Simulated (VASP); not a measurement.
## BN: dielectric tensor with LDA

BN:

```
B N
1.0
     2.49023    0.00000    0.00000
    -1.24511    2.15660    0.00000
     0.00000    0.00000    6.43677
B N
2 2
Cartesian
  0.0000 1.4377 1.6092
  1.2451 0.7189 4.8276
  0.0000 1.4377 4.8276
  1.2451 0.7189 1.6092
```

- Program: VASP 6.6.1
- Task: dielectric tensor
- Functional: LDA
- Potentials or basis: VASP PAW LDA potentials, release 64 (B, N)
- Cutoff: 600 eV
- k mesh: 21 × 21 × 7
- Occupations: gaussian, width 0.03 eV
- Spin: no spin polarisation
- Monkhorst-Pack mesh: no
- Further INCAR settings: ALGO = Normal; EDIFF = 1e-08

```yaml
Band_gap_on_the_k_mesh: 4.04 eV, indirect (least direct gap 4.43 eV)
Electronic_dielectric_tensor_diagonal: 4.94, 4.94, 2.91
Born_charges_mean_of_the_diagonal: B +2.08; N -2.08 e
```

Levels at points of the mesh, in eV from the valence-band top:
| k point | band 5 | band 6 | band 7 | band 8 | band 9 | band 10 | band 11 | band 12 |
| --- | --- | --- | --- | --- | --- | --- | --- | --- |
| (0.00, 0.00, 0.00) | -1.37 | -1.37 | -1.32 | -1.32 | 5.12 | 10.44 | 11.51 | 11.51 |

Electronic dielectric tensor:
```
4.94 0.00 0.00
0.00 4.94 0.00
0.00 0.00 2.91
```

Born effective charge tensors (e):
atom 1, B
```
2.71 0.00 0.00
0.00 2.71 0.00
0.00 0.00 0.83
```
atom 2, B
```
2.71 0.00 0.00
0.00 2.71 0.00
0.00 0.00 0.83
```
atom 3, N
```
-2.71  0.00  0.00
 0.00 -2.71  0.00
 0.00  0.00 -0.83
```
atom 4, N
```
-2.71  0.00  0.00
 0.00 -2.71  0.00
 0.00  0.00 -0.83
```

It took 4.1 min on 2 MPI ranks on AMD EPYC 9R45 (Zen 5) (shared host), peak memory 0.58 GiB a rank.

Caveat: an odd mesh through Γ misses points on the zone boundary, where band edges often lie.
